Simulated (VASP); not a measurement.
Wanted: the native input for a VASP 6.6.1 run.

- Task: single point
- Functional: PBEsol
- Potentials or basis: VASP PAW PBE potentials, release 64 (W_sv, S)
- Cutoff: 350 eV
- k mesh: 3 × 3 × 2
- Occupations: gaussian, width 0.03 eV
- Spin: collinear spin, ferromagnetic start
- Starting moments: [0.0, 0.0, 0.0, 0.0, 0.0, 0.0, 0.0, 0.0, 0.0, 0.0, 0.0, 0.5, 0.5, 0.5, 0.0, 0.0, 0.0, 0.0, 0.0, 0.5, 0.5, 0.5, 0.0] μB
- Dq: -1
- Further INCAR settings: LREAL = Auto; ALGO = Normal; EDIFF = 1e-05; NBANDS = 118; NELECT = 195.0

The structure of W7S16 (a cell with a defect) lies in POSCAR:

```
W7S16
1.0
    6.3064000000      0.0000000000      0.0000000000
   -3.1532000000      5.4615026064      0.0000000000
    0.0000000000      0.0000000000     12.3230000000
W S
7 16
Direct
    0.1666666667      0.8333333333      0.2500000000
    0.6666666667      0.3333333333      0.2500000000
    0.6666666667      0.8333333333      0.2500000000
    0.3333333333      0.1666666667      0.7500000000
    0.3333333333      0.6666666667      0.7500000000
    0.8333333333      0.1666666667      0.7500000000
    0.8333333333      0.6666666667      0.7500000000
    0.1666666667      0.3333333333      0.6225000000
    0.1666666667      0.8333333333      0.6225000000
    0.6666666667      0.3333333333      0.6225000000
    0.6666666667      0.8333333333      0.6225000000
    0.3333333333      0.1666666667      0.1225000000
    0.3333333333      0.6666666667      0.1225000000
    0.8333333333      0.1666666667      0.1225000000
    0.8333333333      0.6666666667      0.1225000000
    0.1666666667      0.3333333333      0.8775000000
    0.1666666667      0.8333333333      0.8775000000
    0.6666666667      0.3333333333      0.8775000000
    0.6666666667      0.8333333333      0.8775000000
    0.3333333333      0.1666666667      0.3775000000
    0.3333333333      0.6666666667      0.3775000000
    0.8333333333      0.1666666667      0.3775000000
    0.8333333333      0.6666666667      0.3775000000
```

The input as run:

INCAR

```
ALGO = Normal ; EDIFF = 1E-5
ENCUT = 350 ; GGA = PS
ISIF = 2 ; ISMEAR = 0
ISPIN = 2 ; KPAR = 4
LASPH = T ; LCHARG = F
LMAXMIX = 4 ; LORBIT = 11
LREAL = Auto ; LWAVE = F
MAGMOM = 0 0 0 0 0 0 0 0 0 0 0 0.5 0.5 0.5 0 0 0 0 0 0.5 0.5 0.5 0 ; NBANDS = 118
NELECT = 195.0 ; NELM = 120
PREC = Accurate ; SIGMA = 0.03
```

KPOINTS

```
k-points
0
Gamma
  3 3 2
```

Potentials or basis: VASP PAW PBE potentials, release 64 (W_sv, S).

The run is started by

```bash
$ cat potpaw_PBE.64/W_sv/POTCAR potpaw_PBE.64/S/POTCAR > POTCAR
$ mpirun -np 4 vasp_std > vasp.out
```

Results of the run:

```yaml
Largest_force: 0.906 eV/Å
Band_gap_on_the_k_mesh: none (metal or under the smearing width)
Net_moment: 0.78 μB per cell
Site_moments: W -0.00, +0.00; S +0.00, -0.00, +0.09 μB
Valence_electrons_inside_the_program's_atomic_spheres: W 12.03, 12.10; S 3.70, 3.66
```

Caveat: the k mesh is coarse (spacing up to 0.38 Å⁻¹), so the values aren't converged; the cell is charged against a uniform background, so pressure and absolute levels hang on convention; the PAW data sets were made with another functional, which shifts forces and pressure a little.

It took 3 min on 4 MPI ranks on Intel(R) Xeon(R) 6975P-C (Granite Rapids) (shared host), peak memory 0.59 GiB a rank.
